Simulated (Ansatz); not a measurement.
Relaxing Hg

Computed with DFT PBE, scalar-relativistic, plane waves, PAW in Ansatz 0.2.0. Cutoff 420 eV, Γ-centred k mesh, Gaussian smearing, no spin polarisation in the final step.

The start is a database structure of Hg, space group I4/mmm (No. 139).

```yaml
crystal:
  lattice:
    - [-2.06969, 2.06969, 1.80226]
    - [2.06969, -2.06969, 1.80226]
    - [2.06969, 2.06969, -1.80226]
  atoms:
    - { symbol: Hg, position: [0.00000, 0.00000, 0.00000] }
```

Steps on the 20×20×20 mesh (1 atom). 8 of 10 steps are shown, and the free energy counts from the last. Trial steps that were taken back and renewals of the plane-wave basis can be among the rows.

```
step  ΔF (meV/atom) V (Å³/atom) P (GPa)
   1            5.1        30.88    -0.27
   2            4.6        30.69    -0.23
   3            1.9        29.23     0.00
   4            1.4        28.16     0.38
   5            1.0        28.82     0.08
   6            0.4        29.03     0.04
   7           -0.5        29.29    -0.04
  10            0.0        29.19     0.00
```

A final relaxation ran on a 20×20×20 mesh. The relaxed crystal, Im-3m (No. 229):

```cif
data_structure
_symmetry_space_group_name_H-M 'Im-3m'
_symmetry_Int_Tables_number 229
_cell_length_a 3.8794
_cell_length_b 3.8794
_cell_length_c 3.8794
_cell_angle_alpha 90.000
_cell_angle_beta 90.000
_cell_angle_gamma 90.000
_cell_volume 58.38
loop_
_atom_site_label
_atom_site_type_symbol
_atom_site_symmetry_multiplicity
_atom_site_Wyckoff_symbol
_atom_site_fract_x
_atom_site_fract_y
_atom_site_fract_z
_atom_site_occupancy
Hg1 Hg 2 a 0.00000 0.00000 0.00000 1
```

| Property | Result |
| --- | --- |
| Volume per atom | 29.19 Å³ |
| Density | 11.41 g/cm³ |
| Gap on the 20×20×20 mesh | 0 eV (a metal) |

The final run used a 20×20×20 mesh on its 1-atom cell and 0.10 eV smearing. Spin–orbit coupling is left out.

Symmetry constrained the relaxation, so the result can be a saddle point.